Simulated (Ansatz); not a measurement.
Crystal: Cd.

```
Cd
1.0
    -1.81397    1.81561    1.82122
     1.80090   -1.81305    1.80560
     1.73307    1.73214   -1.81866
Cd
1
Direct
  0.99699 0.98496 0.01511
```

The cell isn't the ideal one: cell strained at random at fixed volume.

A run of Ansatz 0.2.0 on this cell left the log below. Logs are shortened: lines on timing, memory, paths and dates and some standing lists are left out, and cuts for length are marked.

```text
Warning: RAYON_NUM_THREADS=1 ignored (pool sized by the plan → 1); use --threads N
Engine: ansatz 0.2.0, aarch64-unknown-linux-gnu
Pseudopotentials: kind: paw
Pseudopotential: Cd, paw, valence charge 20, recommended cutoff 420 eV (normal), Cd.paw.azcp
Functional definition: PBE
  parameter kappa = 0.804
  parameter beta = 0.06672455060314922
  exchange = pbe_x(kappa = kappa, mu = beta*pi^2/3)
  correlation = pbe_c(beta = beta)
Crystal: 1 atoms, lattice volume = 22.724 Å³
Basis set: ecut = 420 eV, 439 PW (Γ), exchange–correlation on 48×48×48 points (8 copies of the dense FFT grid, shifted against one another)
Bands: 14, of which v1, the nominal top of the filled ones, is band 10 counted from 1 (9 counted from 0)
Symmetry: 2 space group operations
Space group: P-1 (ITA 2), of the structure as read, at distance tolerance 2.8e-5 Å
k-points: 504 of 1000
Non-local potential: Cd, projectors of the file, l = 0: 3, l = 1: 2, l = 2: 2, l = 3: 1
PAW form: soft (Blöchl's): semilocal exchange-correlation on the pseudo side does not see the compensation charge
PAW one-centre angular grid: Cd, 590 points (default); XC on 64 Gauss nodes
Initial density: superposition of atomic densities (neutral atoms: chi_scale 0, normalization atom), corrected by the library's trained network
Initial wavefunctions: pseudopotential atomic-orbital guess
Functional: x = pbe(κ = 0.804, μ = 0.2195149727645171), c = pbe(β = 0.06672455060314922)
SCF iter   1: F=—  HF=-8254.400996 eV  |F-HF|=—  |Δ(HF+E_count)|=         —  Δρ=6.27e-4  dr2=7.70e-5  ethr=1.77e-3  ⟨swp⟩=5.6  Hψ=36201  notcnv=0
preconditioner: auto → Kerker (q_TF=auto, 2.671 Å⁻¹)  [metal: Δε(μ)=0.002 eV  Ē_g=16.282 eV  σ=0.050 eV  W_gap=0.01  n_scr=12 (ndim 8)  ℏωp=27.0 eV  f_vac=0.000  D(μ)=0.46/eV (n_scr^D=0)]
SCF iter   2: F=—  HF=-8254.401136 eV  |F-HF|=—  |Δ(HF+E_count)|=   1.39e-4  Δρ=3.76e-4  dr2=2.77e-5  ethr=3.85e-7  ⟨swp⟩=2.4  Hψ=14884  notcnv=0
SCF iter   3: F=—  HF=-8254.401145 eV  |F-HF|=—  |Δ(HF+E_count)|=   9.11e-6  Δρ=8.09e-5  dr2=1.21e-6  ethr=1.39e-7  ⟨swp⟩=2.0  Hψ=9308  notcnv=0
iter 4 did not close the SCF: its close was put off for the readings that it lacked (scf_convergence_deferred on its scf_iter line)
SCF iter   4: F=-8254.401145 eV  HF=-8254.401145 eV  |F-HF|=2.24e-8  |Δ(HF+E_count)|=   3.97e-7  Δρ=1.85e-5  dr2=5.46e-8  ethr=6.06e-9  ⟨swp⟩=2.1  Hψ=9076  notcnv=0
iter 5 did not close the SCF: its close was put off for the readings that it lacked (scf_convergence_deferred on its scf_iter line)
SCF iter   5: F=-8254.401145 eV  HF=-8254.401145 eV  |F-HF|=3.11e-10  |Δ(HF+E_count)|=   2.57e-8  Δρ=3.81e-6  dr2=3.21e-9  ethr=2.73e-10  ⟨swp⟩=2.8  Hψ=10107  notcnv=0
SCF iter   6: F=-8254.401145 eV  HF=-8254.401145 eV  |F-HF|=1.09e-11  |Δ(HF+E_count)|=  6.06e-10  Δρ=9.20e-7  dr2=1.58e-10  ethr=1.60e-11  ⟨swp⟩=1.5  Hψ=19719  notcnv=0
SCF 1 converged in 6 iterations: F = -8254.401145 eV  dr2 = 1.58e-10
  greatest PAW one-centre occupation: 1.000 electrons in one spin orbital (limit 2), on the Cd atom at site 0 (counted from 0), in its partial waves of l = 0
SCF converged after 6 iterations
Free energy (F): -8254.401145 eV
Harris-Foulkes:  -8254.401145 eV  (|F-HF|=1.09e-11)
Internal energy: -8254.397466 eV  (E = F + TS)
E sigma→0 (E₀):  -8254.399306 eV
Entropy (-TS):   -0.003679 eV (-3.679 meV/atom)
Fermi energy:    13.831639 eV
--- Per-component energies (eV) ---
  E_band       = -410.322784
  E_kinetic    = 504.852356
  E_local      = -3005.071861  (includes V_loc(G=0)·N_el)
  E_nonlocal   = 32.126632
  E_hartree    = 1409.233370
  E_xc         = -177.029666
  E_vxc        = -222.027713  (∫ρ·V_xc dr)
  E_paw        = -4082.240522  (= ΣΔE_a)
  E_vpaw       = -538.669594  (= ΣTr[D̂ρ^β])
  E_aug_tail   = 0.000013  (compensation charges beyond the density's cutoff)
  E_ewald      = -2936.267789
  E_smearing   = -0.003679  (= −TS)
  E_closure    = -0.000000  (closes the sum)
  Σ components = -8254.401145   (vs F -8254.401145, Δ=0.00e0)
--- Forces (eV/Å), atoms counted from 1 ---
  atom   1  Cd     0.00000000     0.00000000     0.00000000
  max |Σ_I F_I| component: 0.00e0 eV/Å
--- Stress (GPa, compression-positive) ---
        1.149080       0.226604      -0.094896
        0.226604       1.182970       0.073985
       -0.094896       0.073985       1.246514
  P = ⅓ Tr σ = 1.1929 GPa (11.929 kbar)
--- Band table (eV; the first three rows and the last of 504) ---
  k-point 0: bands = ["-89.2041", "-50.2414", "-50.2407", "-50.2372", "4.4865", "4.6139", "4.6715", "5.1740", "5.2144", "5.2277", "28.0604", "28.1792", "28.5184", "29.1485"]
  k-point 1: bands = ["-89.2039", "-50.2422", "-50.2413", "-50.2406", "4.5855", "4.6256", "4.6480", "5.1714", "5.1771", "5.5015", "27.4111", "27.5576", "27.8863", "27.9588"]
  k-point 2: bands = ["-89.2031", "-50.2496", "-50.2461", "-50.2410", "4.5406", "4.6048", "4.8590", "5.0954", "5.1751", "6.4045", "23.4177", "25.6407", "25.8411", "27.3812"]
  k-point 503: bands = ["-89.1996", "-50.2678", "-50.2667", "-50.2600", "4.1401", "4.1439", "5.4335", "5.4928", "5.5826", "16.7468", "17.1856", "17.4779", "19.2017", "21.5506"]
```

Q: Write the input and the command behind it.

A: Single point with PBE, no spin polarisation. The files as run (others can give the same):

input.yaml
```yaml
crystal:
  lattice:
    - [-1.813969, 1.81561, 1.821224]
    - [1.800905, -1.813046, 1.805596]
    - [1.733067, 1.732143, -1.81866]
  atoms:
    - { symbol: Cd, position: [-0.003006, -0.015037, 0.015112] }
hamiltonian:
  xc: pbe
  pseudopotentials: { kind: paw }
kpoints:
  mp_grid: { grid: [10, 10, 10] }
scf:
  occupations: { method: fermi_dirac, width: 0.05 }
output:
  forces: true
  stress: true
  eigenvalues: true
```

Potentials or basis: Ansatz PAW.
Run with:
```bash
$ ansatz run input.yaml --threads 1 --pin off --max-ram 2560MiB --backend cpu --events-out ev --progress --plain --runs-dir out
```
